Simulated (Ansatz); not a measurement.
Hg under strains and displacements

These are results of Ansatz 0.2.0, DFT PBE, scalar-relativistic, plane waves, PAW, not measurements.

Plane waves to 420 eV, a k mesh through Γ of 12×12×12 on the computed 3-atom cell and Gaussian smearing (0.10 eV); no spin polarisation.

Reference cell:

```xyz
3
Lattice="4.5400 0.0000 0.0000 -2.2700 3.9318 0.0000 0.0000 0.0000 3.8700" Properties=species:S:1:pos:R:3 pbc="T T T"
Hg    0.0000    2.6212    1.9350
Hg    0.0000    0.0000    0.0000
Hg    2.2700    1.3106    1.9350
```

Each variant moves atoms of this cell by the vectors given, if any (Å), and then applies a symmetric strain (tensor components, Cartesian axes). The reference cell isn't relaxed at this level. Energies are per atom at zero smearing, counted from the lowest variant. Pressure is positive in compression.

1. strain (xx yy zz yz xz xy, %) 3.68 3.68 6.68 0.00 0.00 0.00
2. strain (xx yy zz yz xz xy, %) 3.20 3.20 6.20 0.00 0.00 0.00
3. strain (xx yy zz yz xz xy, %) 0.81 0.81 3.81 0.00 0.00 0.00

| result | ΔE (meV/atom) | P (GPa) |
| --- | --- | --- |
| A | 0.0 | 5.68 |
| B | 13.6 | 6.29 |
| C | 101.9 | 10.15 |

Question: Which variant gave which result?

Answer: A is 1, B is 2, C is 3. The pressure falls as the cell grows: from the smallest volume to the largest the variants are 3, 2, 1.

Spin–orbit coupling is left out, which can shift energies with elements as heavy as these.

This form isn't the element's structure at ambient conditions.